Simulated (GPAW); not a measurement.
Input of a GPAW 26.7.0 run:

run.py

```python
import spglib
from ase import Atoms
from ase.dft.bandgap import bandgap
from ase.io import read, write
from gpaw import GPAW

atoms = read('InAs.cif')
cell, positions, numbers = spglib.find_primitive(
    (atoms.cell[:], atoms.get_scaled_positions(), atoms.numbers), symprec=1e-4)
atoms = Atoms(numbers, cell=cell, scaled_positions=positions, pbc=True)

calc = GPAW(mode='lcao',
            h=0.16,
            basis='dzp',
            xc='PBE',
            kpts={'size': (6, 6, 6), 'gamma': True},
            occupations={'name': 'fermi-dirac', 'width': 0.05},
            convergence={'density': 1e-05, 'energy': 1e-05},
            maxiter=150,
            txt='gpaw.txt')
atoms.calc = calc
energy = atoms.get_potential_energy()
forces = atoms.get_forces()
calc.write('gs.gpw')
write('result.traj', atoms)
print(f'Energy: {energy:.6f} eV')
print('Forces (eV/A):')
print(forces.round(4))
print('Fermi level:', round(calc.get_fermi_level(), 4), 'eV')
print(f'Gap: {bandgap(calc)[0]:.4f} eV, direct: {bandgap(calc, direct=True)[0]:.4f} eV')

path = atoms.cell.bandpath('GXWKGLUWLK,UX', npoints=80, eps=1e-4)
bs_calc = calc.fixed_density(kpts=path, symmetry='off', txt='bands.txt')
bs = bs_calc.band_structure()
bs.write('bs.json')
print(f'Gap on the path: {bandgap(bs_calc)[0]:.4f} eV')
```

The input InAs.cif:

```cif
data_InAs
_cell_length_a 6.03600000
_cell_length_b 6.03600000
_cell_length_c 6.03600000
_cell_angle_alpha 90.00000000
_cell_angle_beta 90.00000000
_cell_angle_gamma 90.00000000
_space_group_name_H-M_alt 'F-43m'
_space_group_name_Hall 'F -4 2 3'
_space_group_IT_number 216
loop_
_space_group_symop_operation_xyz
'x,y,z'
'y,-x,-z'
'-x,-y,z'
'-y,x,-z'
'x,-y,-z'
'y,x,z'
'-x,y,-z'
'-y,-x,z'
'z,x,y'
'-z,y,-x'
'z,-x,-y'
'-z,-y,x'
'-z,x,-y'
'z,y,x'
'-z,-x,y'
'z,-y,-x'
'y,z,x'
'-x,-z,y'
'-y,z,-x'
'x,-z,-y'
'-y,-z,x'
'x,z,y'
'y,-z,-x'
'-x,z,-y'
'x,y+1/2,z+1/2'
'y,-x+1/2,-z+1/2'
'-x,-y+1/2,z+1/2'
'-y,x+1/2,-z+1/2'
'x,-y+1/2,-z+1/2'
'y,x+1/2,z+1/2'
'-x,y+1/2,-z+1/2'
'-y,-x+1/2,z+1/2'
'z,x+1/2,y+1/2'
'-z,y+1/2,-x+1/2'
'z,-x+1/2,-y+1/2'
'-z,-y+1/2,x+1/2'
'-z,x+1/2,-y+1/2'
'z,y+1/2,x+1/2'
'-z,-x+1/2,y+1/2'
'z,-y+1/2,-x+1/2'
'y,z+1/2,x+1/2'
'-x,-z+1/2,y+1/2'
'-y,z+1/2,-x+1/2'
'x,-z+1/2,-y+1/2'
'-y,-z+1/2,x+1/2'
'x,z+1/2,y+1/2'
'y,-z+1/2,-x+1/2'
'-x,z+1/2,-y+1/2'
'x+1/2,y,z+1/2'
'y+1/2,-x,-z+1/2'
'-x+1/2,-y,z+1/2'
'-y+1/2,x,-z+1/2'
'x+1/2,-y,-z+1/2'
'y+1/2,x,z+1/2'
'-x+1/2,y,-z+1/2'
'-y+1/2,-x,z+1/2'
'z+1/2,x,y+1/2'
'-z+1/2,y,-x+1/2'
'z+1/2,-x,-y+1/2'
'-z+1/2,-y,x+1/2'
'-z+1/2,x,-y+1/2'
'z+1/2,y,x+1/2'
'-z+1/2,-x,y+1/2'
'z+1/2,-y,-x+1/2'
'y+1/2,z,x+1/2'
'-x+1/2,-z,y+1/2'
'-y+1/2,z,-x+1/2'
'x+1/2,-z,-y+1/2'
'-y+1/2,-z,x+1/2'
'x+1/2,z,y+1/2'
'y+1/2,-z,-x+1/2'
'-x+1/2,z,-y+1/2'
'x+1/2,y+1/2,z'
'y+1/2,-x+1/2,-z'
'-x+1/2,-y+1/2,z'
'-y+1/2,x+1/2,-z'
'x+1/2,-y+1/2,-z'
'y+1/2,x+1/2,z'
'-x+1/2,y+1/2,-z'
'-y+1/2,-x+1/2,z'
'z+1/2,x+1/2,y'
'-z+1/2,y+1/2,-x'
'z+1/2,-x+1/2,-y'
'-z+1/2,-y+1/2,x'
'-z+1/2,x+1/2,-y'
'z+1/2,y+1/2,x'
'-z+1/2,-x+1/2,y'
'z+1/2,-y+1/2,-x'
'y+1/2,z+1/2,x'
'-x+1/2,-z+1/2,y'
'-y+1/2,z+1/2,-x'
'x+1/2,-z+1/2,-y'
'-y+1/2,-z+1/2,x'
'x+1/2,z+1/2,y'
'y+1/2,-z+1/2,-x'
'-x+1/2,z+1/2,-y'
loop_
_atom_site_label
_atom_site_type_symbol
_atom_site_symmetry_multiplicity
_atom_site_Wyckoff_symbol
_atom_site_fract_x
_atom_site_fract_y
_atom_site_fract_z
_atom_site_occupancy
In1 In 4 a 0.0000000000 0.0000000000 0.0000000000 1
As1 As 4 c 0.2500000000 0.2500000000 0.2500000000 1
```

Potentials or basis: GPAW PAW data sets (gpaw-data 1.2.1), lcao:dzp.

Run with:

```sh
$ OMP_NUM_THREADS=1 python run.py
```

Q: What does it give for the band gap along the path?

A: None (metal or under the smearing width).

Levels at the corners of the path, in eV from the Fermi level:
```
point  band 7  band 8  band 9  band 10  band 11  band 12
    Γ   -0.18   -0.04   -0.04    -0.04     3.93     3.93
    X   -5.92   -2.38   -2.38     1.54     2.13     9.54
    W   -5.77   -3.02   -2.94     4.35     4.41     5.17
    K   -5.78   -3.34   -2.00     2.13     4.43     7.70
    Γ   -0.18   -0.04   -0.04    -0.04     3.93     3.93
    L   -5.85   -1.04   -1.04     0.98     4.90     4.90
    U   -5.78   -3.34   -2.00     2.13     4.43     7.70
    W   -5.77   -3.02   -2.94     4.35     4.41     5.17
    L   -5.85   -1.04   -1.04     0.98     4.90     4.90
    K   -5.78   -3.34   -2.00     2.13     4.43     7.70
    U   -5.78   -3.34   -2.00     2.13     4.43     7.70
    X   -5.92   -2.38   -2.38     1.54     2.13     9.54
```

Caveat: the real-space grid adds noise to forces; spin-orbit coupling is left out, which moves the levels of the heavy elements; the basis of atomic orbitals isn't converged, which shifts pressures, moduli and gaps.

**The experiment to reproduce.**

From a printed reference work, data compilation, for a bulk crystal of InAs at 4.2 K: band gap 0.418 eV (direct).

Measured gap of InAs: 0.418 eV (direct; 4.2 K; a printed reference work, data compilation). This calculation gives 0.00 eV (-0.42 eV). Spin-orbit coupling on As, In is left out. The value is that of PBE in an atomic basis (GPAW PAW data sets (gpaw-data 1.2.1), lcao:dzp), whose error adds to the functional's,, without temperature or zero-point motion. Semilocal functionals fall short of measured gaps as a rule.
